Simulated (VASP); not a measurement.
Computed with PBE0 hybrid, VASP's PBE PAW potentials (set 64) (plane waves; VASP).

A VASP calculation is set up with these files.

File KPOINTS:
```
Automatic mesh
0
Gamma
4 4 4
0 0 0
```

### POSCAR
```
CsI
4.7748420
  1.0000000000   0.0000000000   0.0000000000
  0.0000000000   1.0000000000   0.0000000000
  0.0000000000   0.0000000000   1.0000000000
Cs I
1 1
direct
  0.0000000000   0.0000000000   0.0000000000
  0.5000000000   0.5000000000   0.5000000000
```

INCAR:
```
SYSTEM = CsI
PREC = Accurate
ENCUT = 240
EDIFF = 1E-6
NELM = 100
ALGO = Normal
LREAL = .FALSE.
LASPH = .TRUE.
ISMEAR = 0
SIGMA = 0.01
GGA = PE
AEXX = 0.25
HFRCUT = -1
LHFCALC = .TRUE.
PRECFOCK = Fast
ISYM = 3
LMAXMIX = 4
LWAVE = .FALSE.
LCHARG = .FALSE.
ISIF = 2
```

POTCAR, in this order: Cs_sv I (PBE.64 set). Program: vasp_std.

Output

### OSZICAR
```
       N       E                     dE             d eps       ncg     rms          rms(c)
DAV:   1    -0.239748177770E+04   -0.23975E+04   -0.40049E+03   240   0.597E+02
DAV:   2    -0.247110130779E+04   -0.73620E+02   -0.70072E+02   360   0.142E+02
DAV:   3    -0.247697194632E+04   -0.58706E+01   -0.58572E+01   296   0.449E+01
DAV:   4    -0.247704709096E+04   -0.75145E-01   -0.75108E-01   304   0.670E+00
DAV:   5    -0.688250199538E+01    0.24702E+04   -0.68228E+00   240   0.169E+01    0.334E+00
DAV:   6    -0.680850074720E+01    0.74001E-01   -0.64040E-01   268   0.407E+00    0.357E+00
DAV:   7    -0.679030091377E+01    0.18200E-01   -0.12040E-01   268   0.156E+00    0.278E+00
DAV:   8    -0.678639081627E+01    0.39101E-02   -0.24572E-02   280   0.796E-01    0.179E+00
DAV:   9    -0.678496793169E+01    0.14229E-02   -0.41842E-03   288   0.374E-01    0.104E+00
DAV:  10    -0.678455859916E+01    0.40933E-03   -0.11192E-03   288   0.219E-01    0.571E-01
DAV:  11    -0.678454004520E+01    0.18554E-04   -0.43846E-04   284   0.144E-01    0.297E-01
DAV:  12    -0.678461112764E+01   -0.71082E-04   -0.19314E-04   280   0.977E-02    0.151E-01
DAV:  13    -0.678467966509E+01   -0.68537E-04   -0.92856E-05   284   0.681E-02    0.779E-02
DAV:  14    -0.678472818748E+01   -0.48522E-04   -0.45880E-05   276   0.477E-02    0.423E-02
DAV:  15    -0.678475859629E+01   -0.30409E-04   -0.22521E-05   280   0.334E-02    0.255E-02
DAV:  16    -0.678477636669E+01   -0.17770E-04   -0.10894E-05   272   0.234E-02    0.172E-02
DAV:  17    -0.678478628571E+01   -0.99190E-05   -0.52361E-06   272   0.164E-02    0.124E-02
DAV:  18    -0.678479164941E+01   -0.53637E-05   -0.25156E-06   264   0.114E-02    0.913E-03
DAV:  19    -0.678479447493E+01   -0.28255E-05   -0.11343E-06   192   0.803E-03    0.656E-03
DAV:  20    -0.678479593342E+01   -0.14585E-05   -0.71302E-07   192   0.641E-03    0.496E-03
DAV:  21    -0.678479669447E+01   -0.76105E-06   -0.31690E-07   180   0.424E-03
   1 F= -.67847967E+01 E0= -.67847967E+01  d E =-.134526E-11
```

File OUTCAR:
```
------------------------ aborting loop because EDIFF is reached ----------------------------------------
  FORCE on cell =-STRESS in cart. coord.  units (eV):
  Direction    XX          YY          ZZ          XY          YZ          ZX
  --------------------------------------------------------------------------------------
  Total       -0.5315915     -0.5315915     -0.5315915      0.0000000      0.0000000     -0.0000000
  in kB       -7.8236889     -7.8236889     -7.8236889      0.0000000      0.0000000     -0.0000000
  external PRESSURE =      -7.8236889 kB  Pullay stress =       0.0000000 kB
  volume of cell :      108.86
      direct lattice vectors                 reciprocal lattice vectors
     4.774842000  0.000000000  0.000000000     0.209431014  0.000000000  0.000000000
     0.000000000  4.774842000  0.000000000     0.000000000  0.209431014  0.000000000
     0.000000000  0.000000000  4.774842000     0.000000000  0.000000000  0.209431014
 POSITION                                       TOTAL-FORCE (eV/Angst)
 -----------------------------------------------------------------------------------
      0.00000      0.00000      0.00000         0.000000      0.000000      0.000000
      2.38742      2.38742      2.38742         0.000000      0.000000      0.000000
 -----------------------------------------------------------------------------------
    total drift:                               -0.000000     -0.000000     -0.000000
  FREE ENERGIE OF THE ION-ELECTRON SYSTEM (eV)
  ---------------------------------------------------
  free  energy   TOTEN  =        -6.7847966945 eV

  energy  without entropy=       -6.7847966945  energy(sigma->0) =       -6.78479669

  exchange ACFDT corr.  =         0.00000000  see jH, gK, PRB 81, 115126
```
(Selected blocks of OUTCAR.)

File OUTCAR:
```
 val. band max:       -0.9876660204   @ k =   0.5000   0.5000   0.0000

 cond. band min:       4.1545791961   @ k =   0.0000   0.0000   0.0000


 Fermi energy:        -0.9439663298

 k-point     1 :       0.0000    0.0000    0.0000
  band No.  band energies     occupation
      1     -23.0659      2.00000
      2     -12.3854      2.00000
      3      -8.7624      2.00000
      4      -8.7624      2.00000
      5      -8.7624      2.00000
      6      -1.0977      2.00000
      7      -1.0977      2.00000
      8      -1.0977      2.00000
      9       4.1546      0.00000
     10       5.0370      0.00000
     11       5.0370      0.00000
     12       8.4207      0.00000

 k-point     2 :       0.2500    0.0000    0.0000
  band No.  band energies     occupation
      1     -23.0585      2.00000
      2     -12.3811      2.00000
      3      -8.8227      2.00000
      4      -8.7420      2.00000
      5      -8.7420      2.00000
      6      -1.8009      2.00000
      7      -1.1376      2.00000
      8      -1.1376      2.00000
      9       5.2091      0.00000
     10       5.3867      0.00000
     11       6.0538      0.00000
     12       8.2934      0.00000

 k-point     3 :       0.5000    0.0000    0.0000
  band No.  band energies     occupation
      1     -23.0510      2.00000
      2     -12.3770      2.00000
      3      -8.8758      2.00000
      4      -8.7210      2.00000
      5      -8.7210      2.00000
      6      -2.3485      2.00000
      7      -1.1792      2.00000
      8      -1.1792      2.00000
      9       6.0010      0.00000
     10       6.6708      0.00000
     11       6.9636      0.00000
     12       7.5869      0.00000

 k-point     4 :       0.2500    0.2500    0.0000
  band No.  band energies     occupation
      1     -23.0513      2.00000
      2     -12.3483      2.00000
      3      -8.8895      2.00000
      4      -8.8018      2.00000
      5      -8.7252      2.00000
      6      -1.8030      2.00000
...
```

At this cut-off the stress carries a Pulay error, which pulls relaxed volumes low. Unless said otherwise, spin-orbit coupling is left out, though it shifts the bands of the heavy elements here.

The structure comes from a computed database's CsI entry; how it stands against other phases isn't given here. The cell was not relaxed at this level. The run is one of a series of settings (ENCUT = 240 against the base run), some of them coarse on purpose.
